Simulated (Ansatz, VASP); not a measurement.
# GaAs (GaAs(110)) in two plane-wave programs, part 3 of 3

Wanted: the spread between two codes on one cell, functional and k mesh. Of the first pair: The structure shown is the end of the VASP relaxation below. Valence electrons are named where the data sets of a main pair hold unlike numbers.

VASP 6.6.1 and Ansatz 0.2.0.

So far: Set-up; VASP: relaxation, PBE; Ansatz: single point, PBE; Comparison; Other set-ups; VASP: band structure, PBE.

### Step 7. Ansatz: band structure, PBE

Level of this step: Ansatz beside VASP: Kohn-Sham DFT, plane waves, PBE (Ansatz).

The same cell, functional, mesh and smearing now go to Ansatz, which takes its cutoff from its data sets.

Input file input.yaml:

```yaml
crystal:
  lattice:
    - [4.0734531811, 0.0, 0.0]
    - [0.0, 5.7607327344, 0.0]
    - [0.0, 0.0, 32.2938127244]
  atoms:
    - { symbol: Ga, position: [0.0, 0.0604814193, 0.2617643335] }
    - { symbol: Ga, position: [0.5, 0.4838390366, 0.3073252879] }
    - { symbol: Ga, position: [0.0, 0.9898048892, 0.3744979291] }
    - { symbol: Ga, position: [0.5, 0.4891205541, 0.4363208566] }
    - { symbol: Ga, position: [0.0, 0.9918894169, 0.5] }
    - { symbol: Ga, position: [0.5, 0.4891205541, 0.5636791434] }
    - { symbol: Ga, position: [0.0, 0.9898048892, 0.6255020709] }
    - { symbol: Ga, position: [0.5, 0.4838390366, 0.6926747121] }
    - { symbol: Ga, position: [0.0, 0.0604814193, 0.7382356665] }
    - { symbol: As, position: [0.0, 0.7352834158, 0.3112509978] }
    - { symbol: As, position: [0.5, 0.2683243636, 0.2396948668] }
    - { symbol: As, position: [0.0, 0.7394736164, 0.4372275437] }
    - { symbol: As, position: [0.5, 0.2418322986, 0.3726198175] }
    - { symbol: As, position: [0.0, 0.7394736164, 0.5627724563] }
    - { symbol: As, position: [0.5, 0.2417913958, 0.5] }
    - { symbol: As, position: [0.0, 0.7352834158, 0.6887490022] }
    - { symbol: As, position: [0.5, 0.2418322986, 0.6273801825] }
    - { symbol: As, position: [0.5, 0.2683243636, 0.7603051332] }
hamiltonian:
  xc: pbe
  pseudopotentials: { kind: paw }
kpoints:
  mp_grid: { grid: [6, 4, 1] }
  band_path:
    path:
      - [0.0, 0.0, 0.0]
      - [0.07692, 0.0, 0.0]
      - [0.15385, 0.0, 0.0]
      - [0.26923, 0.0, 0.0]
      - [0.34615, 0.0, 0.0]
      - [0.42308, 0.0, 0.0]
      - [0.5, 0.0, 0.0]
      - [0.5, 0.07692, 0.0]
      - [0.5, 0.19231, 0.0]
      - [0.5, 0.26923, 0.0]
      - [0.5, 0.34615, 0.0]
      - [0.5, 0.46154, 0.0]
      - [0.5, 0.5, 0.0]
      - [0.42308, 0.5, 0.0]
      - [0.30769, 0.5, 0.0]
      - [0.23077, 0.5, 0.0]
      - [0.11538, 0.5, 0.0]
      - [0.03846, 0.5, 0.0]
      - [0.0, 0.5, 0.0]
      - [0.0, 0.38462, 0.0]
      - [0.0, 0.30769, 0.0]
      - [0.0, 0.23077, 0.0]
      - [0.0, 0.11538, 0.0]
      - [0.0, 0.03846, 0.0]
      - [0.03846, 0.03846, 0.0]
      - [0.11538, 0.11538, 0.0]
      - [0.19231, 0.19231, 0.0]
      - [0.30769, 0.30769, 0.0]
      - [0.38462, 0.38462, 0.0]
      - [0.5, 0.5, 0.0]
    npoints: 1
scf:
  occupations: { method: gaussian, width: 0.03 }
  n_extra_bands: 15
efield:
  axis: 3
  dipole_correction: true
  ramp_width: 0.04
output:
  forces: true
  eigenvalues: true
  write_density: true
  write_potential: true
  elf: true
  volumetric_format: npy
```

On the command line:

```console
$ ansatz run input.yaml --threads 8 --pin off --max-ram 18432MiB --backend cpu --events-out ev --progress --plain --runs-dir out
```

Numbers of over 12 decimals in the logs are rounded to 6 here.

Output:

```text
[...]
Crystal: 18 atoms, lattice volume = 757.809 Å³
Basis set: ecut = 420 eV, 14857 PW (Γ), exchange–correlation on 60×80×432 points (8 copies of the dense FFT grid, shifted against one another)
Bands: 141, of which v1, the nominal top of the filled ones, is band 126 counted from 1 (125 counted from 0)
Symmetry: 2 space group operations
[...]
k-point 0: bands = [... 122 lower, 1.7940, 1.8885, 2.0135, 2.1170, 2.7420, 3.5306, 3.6994, 3.7796, ... 11 higher]
  k-point 1: bands = [... 122 lower, 1.5662, 1.5713, 1.6206, 1.6512, 3.4168, 3.4247, 3.5363, 3.7386, ... 11 higher]
  k-point 2: bands = [... 122 lower, 1.1107, 1.1427, 1.2310, 1.2715, 3.0247, 3.1930, 3.2843, 3.6429, ... 11 higher]
  k-point 11: bands = [... 122 lower, 0.8585, 0.9625, 1.2659, 1.3339, 2.9596, 3.5390, 3.5535, 4.5428, ... 11 higher]
[key lines of the parts left out:]
SCF converged after 10 iterations
Free energy (F): -77757.036435 eV
Fermi energy:    2.429524 eV
Dipole field:    D = 0.000005 V/Å  (p = 0.000020 e·Å, saw-weighted, corrected)
Work function:   Φ+ = 4.5554 eV   Φ− = 4.5555 eV
```

Elapsed: 59 s, on 8 threads of Arm Neoverse V2, shared host; peak memory 5.8 GiB.

### Step 8. Comparison

What differs besides the data sets and the points named for the pairs above, as far as they apply: the data sets hold 252 valence electrons in Ansatz (on its default PAW (the set named soft_2) files) and 72 in VASP. Total energies have different zeros and are not compared.

Both answers:

| quantity | Ansatz | VASP | difference |
| --- | --- | --- | --- |
| gap over the path points (eV) | 0.625 | 0.658 | -0.033 |

Levels at points of the path, from each program's valence-band top (eV; 4 filled, then empty):

```
k (reciprocal lattice)                                  Ansatz                                    VASP
     0.000 0.000 0.000   -0.32 -0.23 -0.10 0.00 0.62 1.41 1.58   -0.32 -0.23 -0.10 0.00 0.66 1.44 1.59
     0.077 0.000 0.000  -0.54 -0.47 -0.29 -0.26 1.12 1.73 1.80  -0.53 -0.46 -0.29 -0.25 1.15 1.76 1.81
     0.154 0.000 0.000  -0.88 -0.80 -0.54 -0.36 1.60 1.94 2.01  -0.87 -0.80 -0.54 -0.36 1.63 1.96 2.03
     0.269 0.000 0.000  -1.35 -1.16 -0.92 -0.54 1.56 1.73 2.12  -1.35 -1.15 -0.91 -0.53 1.58 1.74 2.13
     0.346 0.000 0.000  -1.56 -1.31 -1.03 -0.69 1.27 1.40 1.81  -1.55 -1.30 -1.02 -0.68 1.28 1.41 1.82
     0.423 0.000 0.000  -1.66 -1.35 -1.10 -0.86 1.06 1.07 1.76  -1.65 -1.34 -1.08 -0.85 1.06 1.08 1.77
     0.500 0.000 0.000  -1.63 -1.33 -1.13 -0.96 0.94 0.98 1.69  -1.62 -1.33 -1.10 -0.94 0.95 0.99 1.70
     0.500 0.077 0.000  -1.59 -1.33 -1.12 -0.95 1.00 1.00 1.78  -1.57 -1.33 -1.09 -0.93 1.01 1.01 1.79
     0.500 0.192 0.000  -1.43 -1.34 -1.05 -0.92 1.14 1.24 1.97  -1.43 -1.34 -1.03 -0.90 1.15 1.25 1.98
     0.500 0.269 0.000  -1.36 -1.32 -0.99 -0.88 1.25 1.37 2.06  -1.36 -1.31 -0.97 -0.86 1.26 1.38 2.08
```

At this near-relaxed geometry the largest component of a force difference is 65 meV/Å. Among the levels compared at these points, filled levels agree within 24 meV and empty ones within 33 meV. With vacuum in the cell, a pressure given here is an average over mostly empty space and none of the material.

### Step 9. Further runs

Further runs change the set-up of one program: Ansatz's method, potentials or start, or VASP's data sets, cutoff or form of LDA. The table gives Ansatz less VASP for each quantity, since a change that brings one quantity closer may part another.

```csv
run,r.m.s. force difference (meV/Å),gap over the path points (eV)
as above,14,-0.033
norm-conserving potentials (cutoff 1143 eV),13,-0.034
```

### Step 10. Outcome

```yaml
r_m_s_force_difference_single_point_pbe: 14 meV/Å
r_m_s_force_difference_band_structure_pbe: 14 meV/Å
```

What this shows: The r.m.s. force difference is 14 meV/Å (band structure, PBE), beyond the 12 meV/Å picked in this series as the mark of a large difference. The data sets hold unlike numbers of valence electrons (252 in Ansatz and 72 in VASP), so part of the differences comes from the potentials. For single point, PBE, no further run moves any of the tabulated differences by more than a quarter of its size. For band structure, PBE, no further run moves any of the tabulated differences by more than a quarter of its size. 2 further runs of this series are not shown here. Such differences can come from data sets, numerical settings and the points named under the comparisons, not from the functional's error against experiment.

[Lines on the potential files, build, host, timing and source positions are cut from VASP's logs without a mark.]

[Logs are printed without paths, hosts, clocks, repeated set-up lines and the standing remarks that a program may print on its own settings, such as how far it seeks lower states.]

[Hosts, paths, dates, database ids (printed as entryN), source tags and the programs' standing remarks are cut or masked in the printed files.]
